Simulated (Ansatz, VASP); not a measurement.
**Two plane-wave programs on Cd**

Contents of INCAR:

```
PREC = Accurate ; ENCUT = 520
EDIFF = 1E-6 ; ISMEAR = -1
SIGMA = 0.1 ; LREAL = False
LASPH = True ; NELM = 60
ALGO = Normal ; ISIF = 2
LWAVE = False ; LCHARG = True
GGA = RP ; LELF = True
LVHAR = True ; NBANDS = 12
```

File KPOINTS:

```
regular mesh
0
Gamma
  13 13 13
```

POSCAR

```
Cd
1.0
    0.0000000000      2.2719108740      2.2719108740
    2.2719108740      0.0000000000      2.2719108740
    2.2719108740      2.2719108740      0.0000000000
Cd
1
Direct
    0.0000000000      0.0000000000      0.0000000000
```

Input for Ansatz:

```yaml
crystal:
  lattice:
    - [0.0, 2.271910874, 2.271910874]
    - [2.271910874, 0.0, 2.271910874]
    - [2.271910874, 2.271910874, 0.0]
  atoms:
    - { symbol: Cd, position: [0.0, 0.0, 0.0] }
hamiltonian:
  xc: rpbe
  pseudopotentials:
    kind: paw
    azcp:
      Cd: "pseudopotentials/Cd.paw.azcp"
basis:
  ecutwfc: 420
  fft_grid_basis: typed
kpoints:
  mp_grid: { grid: [13, 13, 13], shift: [0, 0, 0] }
magnetization:
  spin_polarized: false
scf:
  occupations: { method: fermi_dirac, width: 0.1 }
  lower_state_search: "off"
output:
  stress: true
  write_density: true
  write_potential: true
  elf: true
  volumetric_format: npy
```

Alike in both runs: task single point; functional RPBE; k mesh 13 × 13 × 13; occupations fermi-dirac, width 0.1 eV; no spin polarisation.

|  | VASP | Ansatz |
| --- | --- | --- |
| version | VASP 6.6.1 | Ansatz 0.2.0 |
| potentials or method | VASP PAW PBE potentials, release 64 (Cd) | plane waves (420 eV) with PAW, scalar-relativistic |
| plane-wave cutoff (eV) | 520 | 420 |
| valence electrons in the cell | 12 | 20 |

Ansatz gave:

| Property | Result |
| --- | --- |
| pressure (GPa) | 1.3 |

Question: What did VASP give for the same quantities?

Answer: Pressure (GPa): 1.5.

The functional is the same, so the differences come from potentials, cutoffs and numerics. The two sets of potentials don't hold the same shells in valence.

Caveats: the PAW data sets were made with another functional, which shifts forces and pressure a little (VASP).
